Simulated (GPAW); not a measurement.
# AlN (P6_3mc) in GPAW: reference runs

Reference runs on AlN: the cell as given and a disturbed copy.

Program: GPAW 26.7.0. These are calculated values, not measurements. Logs are shortened: lines on timing, memory, paths and dates and some standing lists are left out, and cuts for length are marked. The log counts tension as positive stress, the text compression.

**Measured values to compare with.**

“Structural and optical properties of self-assembled AlN nanowires grown on SiO2/Si substrates by molecular beam epitaxy”, 2024, arxiv:2402.00216 quotes, for a bulk crystal of AlN at 0 K: band gap 6.0343 eV (an exciton energy, a little under the gap).

The results are compared with them further down.

## 1. The structure

Symmetry: P6_3mc, No. 186, hexagonal system. The conventional cell has a = 3.113 Å, b = 3.113 Å, c = 4.981 Å, α = 90.00°, β = 90.00°, γ = 120.00°. Al (site symmetry 3m) has 4 N at 1.89 Å as nearest neighbours. N (site symmetry 3m) is surrounded by 4 Al at 1.89 Å.

## 2. Single point, PBEsol

run.py

```python
from ase import Atoms
from ase.dft.bandgap import bandgap
from ase.io import write
from ase.units import Bohr, GPa
from gpaw import GPAW, PW, setup_paths
from gpaw.elf import elf_from_dft_calculation

setup_paths.insert(0, '.')

atoms = Atoms(['Al', 'Al', 'N', 'N'],
              cell=[[3.113, 0.0, 0.0],
                    [-1.5565, 2.695937082, 0.0],
                    [0.0, 0.0, 4.981]],
              scaled_positions=[[0.6666666667, 0.3333333333, 0.5],
                                [0.3333333333, 0.6666666667, 0.0],
                                [0.6666666667, 0.3333333333, 0.88],
                                [0.3333333333, 0.6666666667, 0.38]],
              pbc=True)

calc = GPAW(mode=PW(800),
            xc='PBEsol',
            kpts={'size': (10, 10, 6), 'gamma': True},
            occupations={'name': 'fermi-dirac', 'width': 0.05},
            nbands=18,
            convergence={'density': 1e-05, 'energy': 1e-05},
            maxiter=150,
            txt='gpaw.txt')
atoms.calc = calc
energy = atoms.get_potential_energy()
forces = atoms.get_forces()
stress = atoms.get_stress()
calc.write('gs.gpw')
write('result.traj', atoms)
print(f'Energy: {energy:.6f} eV')
print('Forces (eV/A):')
print(forces.round(4))
print('Stress (GPa):', (stress / GPa).round(3))
print('Fermi level:', round(calc.get_fermi_level(), 4), 'eV')
print(f'Gap: {bandgap(calc)[0]:.4f} eV, direct: {bandgap(calc, direct=True)[0]:.4f} eV')

# fields on the real-space grid
write('density.cube', atoms, data=calc.get_pseudo_density() * Bohr**3)
write('potential.cube', atoms, data=calc.get_electrostatic_potential())
write('elf.cube', atoms, data=elf_from_dft_calculation(calc).data)
```

Potentials or basis: PAW data sets generated in the run's folder for this functional, pw.

The run is started by

```bash
$ gpaw-setup -f PBEsol Al N
$ OMP_NUM_THREADS=1 python run.py
```

gpaw.txt:

```text
__  _  _
 | _ |_)|_||  |
 |__||  | ||/\| - 26.7.0

Input parameters:
  mode=PW(ecut=800.0),
  convergence={'density': 1e-05, 'energy': 1e-05},
  kpts=MonkhorstPack(size=(10, 10, 6), gamma=True),
  maxiter=150,
  nbands=18,
  occupations=Occupations(name='fermi-dirac', width=0.05),
  xc=XC(name='PBEsol')

Diagonalizing LCAO Hamiltonian
Converting LCAO to pw mode

           N

           Al
        N

        Al

Atoms  # Å, Bohr magnetons
|   | symbol |         x |        y |        z |    initial magnetic moments |
|---|--------|-----------|----------|----------|-----------------------------|
| 0 |     Al |  1.556500 | 0.898646 | 2.490500 | ( 0.0000,  0.0000,  0.0000) |
| 1 |     Al | -0.000000 | 1.797291 | 0.000000 | ( 0.0000,  0.0000,  0.0000) |
| 2 |      N |  1.556500 | 0.898646 | 4.383280 | ( 0.0000,  0.0000,  0.0000) |
| 3 |      N | -0.000000 | 1.797291 | 1.892780 | ( 0.0000,  0.0000,  0.0000) |

Unit cell  # Å
| periodic |         x |        y |        z |  lengths |     angles |
|----------|-----------|----------|----------|----------|------------|
|      yes |  3.113000 | 0.000000 | 0.000000 | 3.113000 |  90.000000 |
|      yes | -1.556500 | 2.695937 | 0.000000 | 3.113000 |  90.000000 |
|      yes |  0.000000 | 0.000000 | 4.981000 | 4.981000 | 120.000000 |

Number of symmetries: 6
Symmetry operations  # r_c * U_cc + t_c -> r_c
|   | kind |            matrix            |
|---|------|------------------------------|
| 0 |  σ   |  1, 1, 0,  0,-1, 0,  0, 0, 1 |
| 1 |  E   |  1, 0, 0,  0, 1, 0,  0, 0, 1 |
| 2 |  C3  |  0, 1, 0, -1,-1, 0,  0, 0, 1 |
| 3 |  σ   |  0,-1, 0, -1, 0, 0,  0, 0, 1 |
| 4 |  σ   | -1, 0, 0,  1, 1, 0,  0, 0, 1 |
| 5 |  C3  | -1,-1, 0,  1, 0, 0,  0, 0, 1 |

BZ-sampling:
  Number of BZ points: 600
  Number of IBZ points: 72

  Monkhorst-Pack size: [10, 10, 6]
  Monkhorst-Pack shift: [0.05, 0.05, 0.08333333333333333]

K-points  # in reciprocal-cell coordinates
|     |                                coordinates |     weight |
|-----|--------------------------------------------|------------|
|   0 | (  0.00000000,   0.00000000,   0.00000000) | 0.00166667 |
|   1 | (  0.00000000,   0.00000000,   0.16666667) | 0.00333333 |
|   2 | (  0.00000000,   0.00000000,   0.33333333) | 0.00333333 |
|   3 | (  0.00000000,   0.00000000,   0.50000000) | 0.00166667 |
|   4 | (  0.10000000,   0.00000000,  -0.33333333) | 0.01000000 |
|   5 | (  0.10000000,   0.00000000,  -0.16666667) | 0.01000000 |
|   6 | (  0.10000000,   0.00000000,   0.00000000) | 0.01000000 |
|   7 | (  0.10000000,   0.00000000,   0.16666667) | 0.01000000 |
|   8 | (  0.10000000,   0.00000000,   0.33333333) | 0.01000000 |
|   9 | (  0.10000000,   0.00000000,   0.50000000) | 0.01000000 |
| ... |                                            |            |
|  71 | (  0.50000000,   0.50000000,   0.50000000) | 0.00500000 |

Plane wave coefficients: 2177
Cutoff: 800.0 eV

Spin-components: 1 (collinear spins)
Bands:           18
Projectors:      20
Spin-degeneracy: 2
Datatype:        complex128

Parallelization:
  kpt:    1
  domain: 1
  band:   1

Density:
  Valence electrons: 16.0
  Components: 1
  Grid points: [21 21 35]
  Charge: 0.0  # |e|

Potential:
  Grid points: [21 21 35]

species:
  Al:
    name:    Aluminium
    Z:       13.0
    valence: 3
    core:    10
    charge:  0.0  # [|e|]
    compensation charges:
      type: gauss
      rc: 0.34  # [Å]
      lmax: 2
    cutoffs:
      filter: 1.91  # [Å]
      core: 2.36  # [Å]
    projectors
    | kind |    occ | energy [eV] | rcut [Å] |
    |------|--------|-------------|----------|
    |   3s |  2.000 |      -7.715 |    1.085 |
    |   3p |  1.000 |      -2.689 |    1.085 |
    |    s |        |      19.497 |    1.085 |
    |    p |        |      24.522 |    1.085 |
    |    d |        |       0.000 |    1.085 |

    Using partial waves for Al as LCAO basis

  N:
    name:    Nitrogen
    Z:       7.0
    valence: 5
    core:    2
    charge:  0.0  # [|e|]
    compensation charges:
      type: gauss
      rc: 0.18  # [Å]
      lmax: 2
    cutoffs:
      filter: 1.11  # [Å]
      core: 0.96  # [Å]
    projectors
    | kind |    occ | energy [eV] | rcut [Å] |
    |------|--------|-------------|----------|
    |   2s |  2.000 |     -18.455 |    0.603 |
    |   2p |  3.000 |      -7.035 |    0.529 |
    |    s |        |       8.756 |    0.603 |
    |    p |        |      20.177 |    0.529 |
    |    d |        |       0.000 |    0.577 |

    Using partial waves for N as LCAO basis

Reference energy: -16132.195633  # eV

eigensolver:
  PPCG
  Converge bands: occupied
  niter=2

density mixing:
  MSR1-Mixer
  Pratt-step length: 0.05
  Maximum mixing coefficient: 0.75
  Old densities: 10
  SVD Regularization: 0.005
  Good broyden scale: 1.0
  Trust region scale: 1.0
  Backstep threshold: 4.0
  History deletion threshold: 6.0
  Fourier metric: weight=20.0, sigma=0.015

occupation numbers:
  Fermi-Dirac:
    width: 0.0500  # eV

poisson solver:
  ecut: 6400.0  # eV

xc functional:
  name: PBEsol with 2 nearest neighbor stencil

convergence criteria:
- Maximum integral of absolute [dens]ity change: 1e-05 electrons / valence electron
- Maximum [total energy] change in last 3 cyles: 1e-05 eV / valence electron
- Maximum integral of absolute [eigenst]ate change: 4e-08 eV^2 / valence electron
maximum number of iterations: 150

SCF iterations
|iter     | |      energy | eigst |  dens |
|---------|-|-------------|-------|-------|
|iter:   1| |  -35.179749 | -0.24 |       |
|iter:   2| |  -34.174965 | -2.06 | -0.56 |
|iter:   3| |  -31.240410 | -0.79 | -0.61 |
|iter:   4| |  -31.244325 | -2.90 | -1.25 |
|iter:   5| |  -31.249176 | -3.49 | -1.56 |
|iter:   6| |  -31.249244 | -5.67 | -2.80 |
|iter:   7| |  -31.249256c| -6.46 | -3.20 |
|iter:   8| |  -31.249256c| -8.22c| -4.37 |
|iter:   9| |  -31.249256c| -8.01c| -4.82 |
|iter:  10| |  -31.249256c| -8.82c| -5.13c|

Converged in 10 steps
Energy contributions relative to reference atoms: (reference = -16132.195633)

Energy contributions:
  Kinetic:          35.384513
  Coulomb:         -30.926448
  Zero:              0.158743
  External:          0.000000
  Xc:              -35.866065
  Entropy:          -0.000000
  Spinorbit:         0.000000
  ----------------------------
  Free energy:     -31.249256
  Extrapolated:    -31.249256

dipole moment: (-0.000000, -0.000001, -6.833348)  # |e|*Ang

Fermi level: 6.967
Eigenvalues  # (at kpt = [0.000, 0.000, 0.000])
| band index |      eig [eV] | occ [0-2] |
|------------|---------------|-----------|
|          0 |        -9.107 |     2.000 |
|          1 |        -6.916 |     2.000 |
|          2 |        -0.012 |     2.000 |
|          3 |         5.195 |     2.000 |
|          4 |         5.195 |     2.000 |
|          5 |         5.856 |     2.000 |
[... 8 lines left out ...]
|         14 |        19.100 |     0.000 |
|         15 |        19.100 |     0.000 |
|        ... |               |           |
|         17 |        20.693 |     0.000 |

Gap: 4.157 eV
Transition (v -> c):
  (s=0, k=0, n=7, [0.00, 0.00, 0.00]) -> (s=0, k=0, n=8, [0.00, 0.00, 0.00])
No difference between direct/indirect transitions

Forces  # eV/Ang
|        x |       y |        z |
|----------|---------|----------|
|  0.00000 | 0.00000 | -0.13353 |  # Al   0
| -0.00000 | 0.00000 | -0.13350 |  # Al   1
| -0.00000 | 0.00000 |  0.13385 |  # N    2
|  0.00000 | 0.00000 |  0.13352 |  # N    3

Stress tensor  # eV/Ang^3
|         x |         y |         z |
|-----------|-----------|-----------|
| -0.003799 |  0.000000 |  0.000000 |
|  0.000000 | -0.003799 | -0.000000 |
|  0.000000 | -0.000000 | -0.013094 |

# Writing to gs.gpw (mode='')
```

It took 1.8 min on 1 thread of Intel Xeon at 2.50GHz (Skylake/Cascade Lake), shared host; peak memory 0.22 GiB.

Results:

```
Free energy            : -31.2493 eV
Pressure               : 1.1 GPa
Largest force          : 0.134 eV/Å
Band gap on the k mesh : 4.16 eV, direct
```

Forces on the atoms (eV/Å):
```
Al   0.000  0.000 -0.134
Al   0.000  0.000 -0.134
N    0.000  0.000  0.134
N    0.000  0.000  0.134
```

Stress tensor (GPa, compression positive):
```
0.61 0.00 0.00
0.00 0.61 0.00
0.00 0.00 2.10
```

Levels at points of the mesh, in eV from the valence-band top:
| k point | band 6 | band 7 | band 8 | band 9 | band 10 | band 11 |
| --- | --- | --- | --- | --- | --- | --- |
| (0.00, 0.00, 0.00) | -0.18 | -0.18 | 0.00 | 4.16 | 6.57 | 10.51 |
| (0.00, 0.00, 0.50) | -0.52 | -0.52 | -0.52 | 6.40 | 6.40 | 10.24 |
| (0.50, 0.50, 0.00) | -2.08 | -1.80 | -0.66 | 5.68 | 5.69 | 8.12 |
| (0.50, 0.50, 0.50) | -1.45 | -1.37 | -1.37 | 5.19 | 5.19 | 9.17 |

## 3. Single point, PBEsol (atoms moved at random, drawn with an rms of 0.05 Å)

run.py

```python
from ase import Atoms
from ase.dft.bandgap import bandgap
from ase.io import write
from ase.units import GPa
from gpaw import GPAW, PW, setup_paths

setup_paths.insert(0, '.')

atoms = Atoms(['Al', 'Al', 'N', 'N'],
              cell=[[3.113, 0.0, 0.0],
                    [-1.5565, 2.695937082, 0.0],
                    [0.0, 0.0, 4.981]],
              scaled_positions=[[0.664888, 0.337497, 0.501733],
                                [0.325901, 0.670385, -0.006129],
                                [0.640657, 0.316371, 0.868753],
                                [0.326893, 0.663111, 0.375107]],
              pbc=True)

calc = GPAW(mode=PW(800),
            xc='PBEsol',
            kpts={'size': (10, 10, 6), 'gamma': True},
            occupations={'name': 'fermi-dirac', 'width': 0.05},
            nbands=18,
            convergence={'density': 1e-05, 'energy': 1e-05},
            maxiter=150,
            txt='gpaw.txt')
atoms.calc = calc
energy = atoms.get_potential_energy()
forces = atoms.get_forces()
stress = atoms.get_stress()
calc.write('gs.gpw')
write('result.traj', atoms)
print(f'Energy: {energy:.6f} eV')
print('Forces (eV/A):')
print(forces.round(4))
print('Stress (GPa):', (stress / GPa).round(3))
print('Fermi level:', round(calc.get_fermi_level(), 4), 'eV')
print(f'Gap: {bandgap(calc)[0]:.4f} eV, direct: {bandgap(calc, direct=True)[0]:.4f} eV')
```

Potentials or basis: PAW data sets generated in the run's folder for this functional, pw.

The run is started by

```bash
$ gpaw-setup -f PBEsol Al N
$ OMP_NUM_THREADS=1 python run.py
```

Wall time 8.8 min (1 thread of Intel Xeon at 2.50GHz (Skylake/Cascade Lake), shared host); peak memory 0.49 GiB.

The run converged. Its results:

- Free energy: -31.1755 eV
- Pressure: 1.8 GPa
- Largest force: 1.412 eV/Å
- Band gap on the k mesh: 4.17 eV, direct

Forces on the atoms (eV/Å):
```
Al  -0.089 -0.313 -1.293
Al  -0.231 -0.806  0.148
N    0.330  0.862  1.069
N   -0.010  0.257  0.076
```

Stress tensor (GPa, compression positive):
```
-1.75 -0.90 -0.55
-0.90  1.19 -1.89
-0.55 -1.89  6.01
```

Levels at points of the mesh, in eV from the valence-band top:
```tsv
k point	band 4	band 5	band 6	band 7	band 8	band 9	band 10	band 11	band 12	band 13
(0.00, 0.00, 0.00)	-0.89	-0.71	-0.12	-0.07	0.00	4.17	6.60	10.45	11.02	11.17
(0.00, 0.00, 0.50)	-3.26	-0.70	-0.46	-0.35	-0.26	6.31	6.45	10.03	10.49	11.21
(0.00, 0.50, 0.00)	-4.16	-3.31	-2.00	-1.90	-0.56	5.66	5.81	8.19	10.19	10.79
(0.00, 0.50, 0.50)	-5.48	-1.47	-1.41	-1.27	-1.23	5.10	5.21	9.22	9.30	11.63
(0.50, 0.00, 0.00)	-4.02	-3.45	-2.07	-1.69	-0.59	5.47	5.75	8.11	10.29	10.79
(0.50, 0.00, 0.50)	-5.47	-1.62	-1.51	-1.33	-1.21	5.22	5.34	9.14	9.27	11.74
(0.50, 0.50, 0.00)	-4.12	-3.36	-2.03	-1.85	-0.58	5.68	5.73	8.16	10.24	10.79
(0.50, 0.50, 0.50)	-5.50	-1.57	-1.43	-1.27	-1.19	5.13	5.24	9.21	9.28	11.65
```

A k mesh can miss the band edges.

## 4. How close it comes

Step 2. A measured gap of AlN is 6.0343 eV (an exciton energy, a little under the gap; 0 K; quoted in “Structural and optical properties of self-assembled AlN nanowires grown on SiO2/Si substrates by molecular beam epitaxy”, 2024, arxiv:2402.00216); the calculated 4.16 eV misses it by -1.88 eV. 2 values of this kind are on record (6.034 to 6.0343 eV); this one was drawn at random. The value is that of PBEsol on a finite k mesh, which can miss the band edges, without temperature or zero-point motion. Semilocal functionals fall short of measured gaps as a rule.
